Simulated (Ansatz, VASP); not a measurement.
# FeP: VASP beside Ansatz, part 2 of 2

Wanted: the spread between two codes on one cell, functional and k mesh.  The cell comes out of the VASP series on this material, whose earlier steps may have relaxed, scaled or displaced it; both programs get it as it stands.

VASP 6.6.1 and Ansatz 0.2.0.

So far: Starting point; Ansatz: relaxation of cell and atoms, LDA, DFT+U.

## (3) VASP: relaxation of cell and atoms, LDA, DFT+U

Level of this step: LDA, DFT+U (Fe d 5.3 eV), no spin polarisation; plane waves and PAW (Fe, P) (VASP).

The same cell, functional (in two slightly different forms), mesh and smearing now go to VASP, with its own data sets and cutoff.

Lines of VASP's logs that name or quote its potential files are left out, and so is its time.

File INCAR:

```
SYSTEM = FeP
PREC = Accurate
ENCUT = 450
EDIFF = 1E-07
NELM = 100
ISMEAR = 1
SIGMA = 0.15
LREAL = .FALSE.
ALGO = Normal
GGA = CA
NBANDS = 34
LDAU = .TRUE.
LDAUTYPE = 2
LDAUL = 2 -1
LDAUU = 5.3 0
LDAUJ = 0 0
LDAUPRINT = 1
LASPH = .TRUE.
LMAXMIX = 4
LORBIT = 11
LWAVE = .FALSE.
LCHARG = .FALSE.
KPAR = 4
IBRION = 2
NSW = 50
ISIF = 3
EDIFFG = -0.002
```

File POSCAR:

```
FeP
1.0
    5.0155311405      0.0000000000      0.0000000000
    0.0000000000      2.8962646502      0.0000000000
    0.0000000000      0.0000000000      5.6583464642
Fe P
4 4
Direct
    0.5018262487      0.7500000000      0.2951013970
    0.4981737513      0.2500000000      0.7048986030
    0.9981737513      0.2500000000      0.7951013970
    0.0018262487      0.7500000000      0.2048986030
    0.3098543030      0.7500000000      0.9352055266
    0.6901456970      0.2500000000      0.0647944734
    0.1901456970      0.2500000000      0.4352055266
    0.8098543030      0.7500000000      0.5647944734
```

File KPOINTS:

```
Automatic mesh
0
Gamma
8 12 6
0 0 0
```

Potentials, in the order of the species: Fe and P (LDA family, release 64).

Launch:

```console
$ mpirun -np 4 vasp_std
```

Numbers of over 12 decimals in the logs are rounded to 6 here.

The program printed:

```text
[banner, memory and clock lines left out]
running    4 mpi-ranks, on    1 nodes
 distrk:  each k-point on    1 cores,    4 groups
 distr:  one band on    1 cores,    1 groups

 POSCAR found type information on POSCAR FeP
 POSCAR found :  2 types and       8 ions
 LDA part: xc-table for (Slater(with rela. corr.)+CA(PZ))
 , standard interpolation
 POSCAR, INCAR and KPOINTS ok, starting setup
 FFT: planning ... GRIDC
 FFT: planning ... GRID_SOFT
 FFT: planning ... GRID
 WAVECAR not read
 entering main loop
       N       E                     dE             d eps       ncg     rms          rms(c)
DAV:   1     0.433147197949E+03    0.43315E+03   -0.20248E+04  9520   0.162E+03
DAV:   2    -0.301292976349E+01   -0.43616E+03   -0.42106E+03  9520   0.390E+02
DAV:   3    -0.468727627122E+02   -0.43860E+02   -0.41918E+02 11566   0.148E+02
DAV:   4    -0.493294519208E+02   -0.24567E+01   -0.24204E+01 14118   0.355E+01
DAV:   5    -0.493766448108E+02   -0.47193E-01   -0.47132E-01 14376   0.538E+00    0.393E+01
DAV:   6    -0.511192819051E+02   -0.17426E+01   -0.83287E+01 14384   0.116E+02    0.194E+01
DAV:   7    -0.461840644540E+02    0.49352E+01   -0.45017E+01 13302   0.992E+01    0.162E+01
DAV:   8    -0.460204399438E+02    0.16362E+00   -0.47937E+00 14660   0.203E+01    0.338E+00
DAV:   9    -0.459831234038E+02    0.37317E-01   -0.33841E-01 14984   0.578E+00    0.169E+00
DAV:  10    -0.460414708556E+02   -0.58347E-01   -0.12708E-01 15004   0.309E+00    0.527E-01
DAV:  11    -0.460532817092E+02   -0.11811E-01   -0.40283E-02 12144   0.192E+00    0.429E-01
DAV:  12    -0.460551114940E+02   -0.18298E-02   -0.44627E-03 11286   0.613E-01    0.289E-01
DAV:  13    -0.460571366268E+02   -0.20251E-02   -0.53567E-03 15472   0.636E-01    0.142E-01
DAV:  14    -0.460571561834E+02   -0.19557E-04   -0.12276E-03 11898   0.398E-01    0.496E-02
DAV:  15    -0.460572019608E+02   -0.45777E-04   -0.23925E-04 12216   0.129E-01    0.231E-02
DAV:  16    -0.460572224711E+02   -0.20510E-04   -0.54381E-05 12650   0.577E-02    0.174E-02
DAV:  17    -0.460572278554E+02   -0.53843E-05   -0.17481E-05 12040   0.402E-02    0.913E-03
DAV:  18    -0.460572300684E+02   -0.22131E-05   -0.62498E-06 12590   0.212E-02    0.569E-03
DAV:  19    -0.460572306418E+02   -0.57335E-06   -0.33375E-06 13342   0.151E-02    0.220E-03
DAV:  20    -0.460572307546E+02   -0.11284E-06   -0.70483E-07  9618   0.874E-03    0.161E-03
DAV:  21    -0.460572307866E+02   -0.31997E-07   -0.91330E-08  5344   0.283E-03
   1 F= -.46057231E+02 E0= -.46056895E+02  d E =-.460572E+02
[...]
2 F= -.46057219E+02 E0= -.46056875E+02  d E =0.121415E-04
[...]
3 F= -.46057242E+02 E0= -.46056901E+02  d E =-.110671E-04
[...]
4 F= -.46057241E+02 E0= -.46056902E+02  d E =-.104320E-04
[...]
5 F= -.46057242E+02 E0= -.46056903E+02  d E =-.108625E-04
[...]
6 F= -.46057242E+02 E0= -.46056903E+02  d E =-.110279E-04
[...]
7 F= -.46057242E+02 E0= -.46056903E+02  d E =-.110678E-04
 curvature:  -0.08 expect dE=-0.199E-06 dE for cont linesearch -0.318E-07
 ZBRENT: accuracy reached
 trial: gam=-0.03984 g(F)=  0.859E-06 g(S)=  0.175E-05 ort = 0.493E-05 (trialstep = 0.879E+00)
 search vector abs. value=  0.231E-05
 bond charge predicted
       N       E                     dE             d eps       ncg     rms          rms(c)
DAV:   1    -0.460572443378E+02   -0.24006E-05   -0.20215E-04  9608   0.835E-02    0.987E-03
DAV:   2    -0.460572438332E+02    0.50460E-06   -0.11106E-05 15002   0.407E-02    0.740E-03
DAV:   3    -0.460572433463E+02    0.48687E-06   -0.28422E-06 13202   0.242E-02    0.392E-03
DAV:   4    -0.460572431027E+02    0.24361E-06   -0.68256E-07 11374   0.901E-03    0.890E-04
DAV:   5    -0.460572431071E+02   -0.44265E-08   -0.73980E-08  5064   0.266E-03
   8 F= -.46057243E+02 E0= -.46056904E+02  d E =-.125271E-05
 trial-energy change:   -0.000001  1 .order   -0.000001   -0.000002   -0.000000
 step:   1.0566(harm=  1.0566)  dis= 0.00010  next Energy=   -46.057243 (dE=-0.128E-05)
 reached required accuracy - stopping structural energy minimisation
```

From OUTCAR (step 3):

```text
ion  position               nearest neighbor table
   1  0.502  0.750  0.295-   6 2.17   6 2.17   8 2.17   5 2.25   7 2.27   7 2.27   4 2.56   4 2.56
                             2 2.73   2 2.73
   2  0.498  0.250  0.705-   5 2.17   5 2.17   7 2.17   6 2.25   8 2.27   8 2.27   3 2.56   3 2.56
                             1 2.73   1 2.73
   3  0.998  0.250  0.795-   8 2.17   8 2.17   6 2.17   7 2.25   5 2.27   5 2.27   2 2.56   2 2.56
                             4 2.73   4 2.73
   4  0.002  0.750  0.205-   7 2.17   7 2.17   5 2.17   8 2.25   6 2.27   6 2.27   1 2.56   1 2.56
                             3 2.73   3 2.73
   5  0.310  0.750  0.935-   2 2.17   2 2.17   4 2.17   1 2.25   3 2.27   3 2.27   6 2.50   6 2.50

  LATTYP: Found a simple orthorhombic cell.
 ALAT       =     2.8962646502
 B/A-ratio  =     1.7317240467
 C/A-ratio  =     1.9536703815

 Subroutine GETGRP returns: Found  8 space group operations
 (whereof  2 operations were pure point group operations)

The static configuration has the point symmetry S_2 .
 The point group associated with its full space group is D_2h.

 Found    140 irreducible k-points:

   k-points           NKPTS =    140   k-points in BZ     NKDIM =    140   number of bands    NBANDS=     34

   dimension x,y,z NGX =    36 NGY =   20 NGZ =   40
   dimension x,y,z NGXF=    72 NGYF=   40 NGZF=   80

   ENCUT  =  450.0 eV  33.07 Ry    5.75 a.u.   8.68  5.01  9.79*2*pi/ulx,y,z

   NELECT =      52.0000    total number of electrons

 k-points in reciprocal lattice and weights: Automatic mesh
   0.00000000  0.00000000  0.00000000       0.002
   0.12500000  0.00000000  0.00000000       0.003
   0.25000000  0.00000000  0.00000000       0.003
   0.37500000  0.00000000  0.00000000       0.003
   0.50000000  0.00000000  0.00000000       0.002
   0.00000000  0.08333333  0.00000000       0.003
   0.12500000  0.08333333  0.00000000       0.007
   0.25000000  0.08333333  0.00000000       0.007
   0.37500000  0.08333333  0.00000000       0.007
[...]
-0.0000  0.0000  0.0568  0.7728  0.0544
 -0.0000  0.0000  0.0391  0.0544  0.5302

spin component  2

  0.7994 -0.0825  0.0000 -0.0000 -0.0000
 -0.0825  0.7034  0.0000  0.0000  0.0000
  0.0000  0.0000  0.7113  0.0568  0.0391
 -0.0000  0.0000  0.0568  0.7728  0.0544
 -0.0000  0.0000  0.0391  0.0544  0.5302

 occupancies and eigenvectors

  o =  0.5147  v =  0.0000 -0.0000 -0.1438 -0.1738  0.9742  0.0000  0.0000  0.0000  0.0000  0.0000      0.0000  0.0000  0.0000  0.0000  0.0000  0.0000  0.0000  0.0000  0.0000  0.0000
  o =  0.5147  v =  0.0000  0.0000  0.0000  0.0000  0.0000  0.0000 -0.0000 -0.1438 -0.1738  0.9742      0.0000  0.0000  0.0000  0.0000  0.0000  0.0000  0.0000  0.0000  0.0000  0.0000
  o =  0.6559  v =  0.0000  0.0000  0.0000  0.0000  0.0000  0.4986  0.8668 -0.0000  0.0000  0.0000      0.0000  0.0000  0.0000  0.0000  0.0000  0.0000  0.0000  0.0000  0.0000  0.0000
  o =  0.6559  v =  0.4986  0.8668 -0.0000  0.0000  0.0000  0.0000  0.0000  0.0000  0.0000  0.0000      0.0000  0.0000  0.0000  0.0000  0.0000  0.0000  0.0000  0.0000  0.0000  0.0000
  o =  0.6776  v =  0.0000 -0.0000 -0.8502  0.5255 -0.0317  0.0000  0.0000  0.0000  0.0000  0.0000      0.0000  0.0000  0.0000  0.0000  0.0000  0.0000  0.0000  0.0000  0.0000  0.0000
  o =  0.6776  v =  0.0000  0.0000  0.0000  0.0000  0.0000  0.0000 -0.0000 -0.8502  0.5255 -0.0317      0.0000  0.0000  0.0000  0.0000  0.0000  0.0000  0.0000  0.0000  0.0000  0.0000
  o =  0.8219  v =  0.0000 -0.0000  0.5065  0.8328  0.2234  0.0000  0.0000  0.0000  0.0000  0.0000      0.0000  0.0000  0.0000  0.0000  0.0000  0.0000  0.0000  0.0000  0.0000  0.0000
  o =  0.8219  v =  0.0000  0.0000  0.0000  0.0000  0.0000  0.0000 -0.0000  0.5065  0.8328  0.2234      0.0000  0.0000  0.0000  0.0000  0.0000  0.0000  0.0000  0.0000  0.0000  0.0000
  o =  0.8468  v = -0.8668  0.4986 -0.0000  0.0000  0.0000  0.0000  0.0000  0.0000  0.0000  0.0000      0.0000  0.0000  0.0000  0.0000  0.0000  0.0000  0.0000  0.0000  0.0000  0.0000
  o =  0.8468  v =  0.0000  0.0000  0.0000  0.0000  0.0000 -0.8668  0.4986 -0.0000  0.0000  0.0000      0.0000  0.0000  0.0000  0.0000  0.0000  0.0000  0.0000  0.0000  0.0000  0.0000

atom =   4  type =  1  l = 2

 onsite density matrix

spin component  1

  0.7994 -0.0825  0.0000 -0.0000  0.0000
 -0.0825  0.7034  0.0000 -0.0000  0.0000
  0.0000  0.0000  0.7113  0.0568  0.0391
 -0.0000 -0.0000  0.0568  0.7728  0.0544
  0.0000  0.0000  0.0391  0.0544  0.5302

spin component  2

 occupancies and eigenvectors

  o =  0.5147  v =  0.0000 -0.0000 -0.1438 -0.1738  0.9742  0.0000  0.0000  0.0000  0.0000  0.0000      0.0000  0.0000  0.0000  0.0000  0.0000  0.0000  0.0000  0.0000  0.0000  0.0000
  o =  0.5147  v =  0.0000  0.0000  0.0000  0.0000  0.0000  0.0000 -0.0000 -0.1438 -0.1738  0.9742      0.0000  0.0000  0.0000  0.0000  0.0000  0.0000  0.0000  0.0000  0.0000  0.0000
  o =  0.6559  v =  0.0000  0.0000  0.0000  0.0000  0.0000  0.4986  0.8668 -0.0000  0.0000 -0.0000      0.0000  0.0000  0.0000  0.0000  0.0000  0.0000  0.0000  0.0000  0.0000  0.0000
  o =  0.6559  v =  0.4986  0.8668 -0.0000  0.0000 -0.0000  0.0000  0.0000  0.0000  0.0000  0.0000      0.0000  0.0000  0.0000  0.0000  0.0000  0.0000  0.0000  0.0000  0.0000  0.0000
  o =  0.6776  v =  0.0000  0.0000  0.0000  0.0000  0.0000  0.0000  0.0000  0.8502 -0.5255  0.0317      0.0000  0.0000  0.0000  0.0000  0.0000  0.0000  0.0000  0.0000  0.0000  0.0000
  o =  0.6776  v =  0.0000  0.0000  0.8502 -0.5255  0.0317  0.0000  0.0000  0.0000  0.0000  0.0000      0.0000  0.0000  0.0000  0.0000  0.0000  0.0000  0.0000  0.0000  0.0000  0.0000
  o =  0.8219  v =  0.0000 -0.0000 -0.5065 -0.8328 -0.2234  0.0000  0.0000  0.0000  0.0000  0.0000      0.0000  0.0000  0.0000  0.0000  0.0000  0.0000  0.0000  0.0000  0.0000  0.0000
  o =  0.8219  v =  0.0000  0.0000  0.0000  0.0000  0.0000  0.0000 -0.0000 -0.5065 -0.8328 -0.2234      0.0000  0.0000  0.0000  0.0000  0.0000  0.0000  0.0000  0.0000  0.0000  0.0000
  o =  0.8468  v = -0.8668  0.4986 -0.0000  0.0000 -0.0000  0.0000  0.0000  0.0000  0.0000  0.0000      0.0000  0.0000  0.0000  0.0000  0.0000  0.0000  0.0000  0.0000  0.0000  0.0000
  o =  0.8468  v =  0.0000  0.0000  0.0000  0.0000  0.0000 -0.8668  0.4986 -0.0000  0.0000 -0.0000      0.0000  0.0000  0.0000  0.0000  0.0000  0.0000  0.0000  0.0000  0.0000  0.0000

 average (electrostatic) potential at core
       1 -38.4988       2 -38.4988       3 -38.4988       4 -38.4988       5 -79.9032
       6 -79.9032       7 -79.9032       8 -79.9032

 E-fermi :  10.5104

 k-point     1 :       0.0000    0.0000    0.0000
  band No.  band energies     occupation
    ...
     23       9.2090      2.00000
     24       9.2319      2.00000
     25       9.3639      2.00000
     26       9.6165      2.00000
     27      10.2965      2.06159
     28      11.4343     -0.00000
     29      12.3317     -0.00000
     30      12.7487     -0.00000
     31      14.1972      0.00000
     32      14.3101      0.00000
    ...

 k-point     2 :       0.1250    0.0000    0.0000
  band No.  band energies     occupation
    ...
     22       9.0282      2.00000
     23       9.0414      2.00000
     24       9.2448      2.00000
     25       9.4040      2.00000
     26       9.6600      2.00000
     27      10.5756      0.33509
     28      11.4346     -0.00000
     29      12.4219     -0.00000
     30      12.8766     -0.00000
     31      13.9176      0.00000
    ...

 k-point     3 :       0.2500    0.0000    0.0000
  band No.  band energies     occupation
    ...
     22       8.7155      2.00000
     23       9.1622      2.00000
     24       9.2812      2.00000
     25       9.4404      2.00000
     26       9.7112      2.00000
     27      11.1864     -0.00000
     28      11.4636     -0.00000
     29      12.6424     -0.00000
     30      13.2574     -0.00000
     31      13.2981     -0.00000
    ...

 k-point     4 :       0.3750    0.0000    0.0000
  band No.  band energies     occupation
    ...
     22       8.4461      2.00000
     23       9.3334      2.00000
     24       9.3354      2.00000
     25       9.4312      2.00000
     26       9.6654      2.00000
     27      11.5828     -0.00000
     28      11.9319     -0.00000
     29      12.3707     -0.00000
     30      13.2824     -0.00000
     31      13.5053     -0.00000
    ...

 k-point     5 :       0.5000    0.0000    0.0000
  band No.  band energies     occupation
    ...
     22       8.1919      2.00000
     23       9.3890      2.00000
     24       9.3890      2.00000
     25       9.5213      2.00000
     26       9.5213      2.00000
     27      11.8675     -0.00000
     28      11.8675     -0.00000
     29      12.7288     -0.00000
     30      12.7288     -0.00000
     31      13.7688      0.00000
    ...

 k-point     6 :       0.0000    0.0833    0.0000
  band No.  band energies     occupation
    ...
     23       9.1612      2.00000
     24       9.2667      2.00000
     25       9.5240      2.00000
     26       9.6273      2.00000
     27      10.2255      2.02187
     28      11.4516     -0.00000
     29      12.3591     -0.00000
     30      12.7610     -0.00000
     31      13.5917      0.00000
     32      14.0205      0.00000
    ...

  Total        0.0022352     -0.0037281      0.0017124      0.0000000      0.0000000      0.0000000
  in kB        0.0435875     -0.0727017      0.0333933      0.0000000      0.0000000      0.0000000
  external PRESSURE =       0.0014264 kB  Pullay stress =       0.0000000 kB

  energy-cutoff  :      450.00
  volume of cell :       82.16
      direct lattice vectors                 reciprocal lattice vectors
     5.014947186 -0.000000000  0.000000000     0.199403895  0.000000000  0.000000000
    -0.000000000  2.895619842  0.000000000     0.000000000  0.345349201  0.000000000
     0.000000000  0.000000000  5.657838971     0.000000000  0.000000000  0.176745928

 POSITION                                       TOTAL-FORCE (eV/Angst)
 -----------------------------------------------------------------------------------
      2.51664      2.17171      1.66973        -0.000043      0.000000     -0.000061
      2.49831      0.72390      3.98811         0.000043     -0.000000      0.000061
      5.00579      0.72390      4.49865         0.000043     -0.000000     -0.000061
      0.00916      2.17171      1.15919        -0.000043      0.000000      0.000061
      1.55392      2.17171      5.29124         0.000103     -0.000000      0.000207
      3.46103      0.72390      0.36660        -0.000103      0.000000     -0.000207
      0.95356      0.72390      2.46232        -0.000103      0.000000      0.000207
      4.06139      2.17171      3.19551         0.000103     -0.000000     -0.000207
 -----------------------------------------------------------------------------------
    total drift:                                0.000000     -0.000000      0.000000

  FREE ENERGIE OF THE ION-ELECTRON SYSTEM (eV)
  ---------------------------------------------------
  free  energy   TOTEN  =       -46.0572431071 eV

  energy  without entropy=      -46.0562270630  energy(sigma->0) =      -46.05690443

 reached required accuracy - stopping structural energy minimisation

 total charge
# of ion       s       p       d       tot
------------------------------------------
    1        0.473   0.745   6.981   8.200
    2        0.473   0.745   6.981   8.200
    3        0.473   0.745   6.981   8.200
    4        0.473   0.745   6.981   8.200
    5        1.019   1.476   0.000   2.496
    6        1.019   1.476   0.000   2.496
    7        1.019   1.476   0.000   2.496
    8        1.019   1.476   0.000   2.496
--------------------------------------------------
tot          5.970   8.886  27.926  42.782
```

This run has no spin polarisation, although Fe can carry a moment. A U on the itinerant d states of such a compound is hard to justify; it moves the bands at the Fermi level.

## (4) Comparison

Known differences besides the PAW data sets themselves: U acts on the PAW sphere in VASP and on atomic orbitals in Ansatz, so only states and trends compare; the two LDA forms differ slightly; both relaxations stop at a tolerance, which leaves soft axes loose, and VASP keeps its plane-wave basis; the data sets hold 84 valence electrons in Ansatz (default PAW (the set named soft_2) files) and 52 in VASP; the cutoff is 420 eV in Ansatz and 450 eV in VASP; Ansatz makes its cores anew for this functional, VASP keeps those of its LDA data sets; Ansatz adds a Pulay correction to the stress that steers its cell, VASP none. Total energies have different zeros and are not compared.

Compared:

```tsv
quantity	Ansatz	VASP	difference
volume (Å³)	85.15	82.16	+3.64 %
edge a after relaxation, in the typed setting (Å)	5.052	5.015	+0.75 %
edge b after relaxation, in the typed setting (Å)	2.967	2.896	+2.45 %
edge c after relaxation, in the typed setting (Å)	5.681	5.658	+0.41 %
```

The walks stopped with 0.00 GPa left in Ansatz and 0.00 GPa in VASP; each walk ends within a tolerance, so the volume difference is uncertain by about these residues over the bulk modulus, most in soft cells.

## (5) Summary of results

- difference in volume (relaxation of cell and atoms, LDA, DFT+U): 3.6 %

In words: The difference in volume is 3.6 % (relaxation of cell and atoms, LDA, DFT+U), beyond the 1.2 % picked in this series as the mark of a large difference, as far as the stopping tolerances let one tell. How closely two codes agree says nothing of how well the functional describes the real material.

[Lines on the potential files, build, host, timing and source positions are cut from VASP's logs without a mark.]

[Logs are printed without paths, hosts, clocks, repeated set-up lines and the standing remarks that a program may print on its own settings, such as how far it seeks lower states.]

[Hosts, paths, dates, database ids (printed as entryN), source tags and the programs' standing remarks are cut or masked in the printed files.]
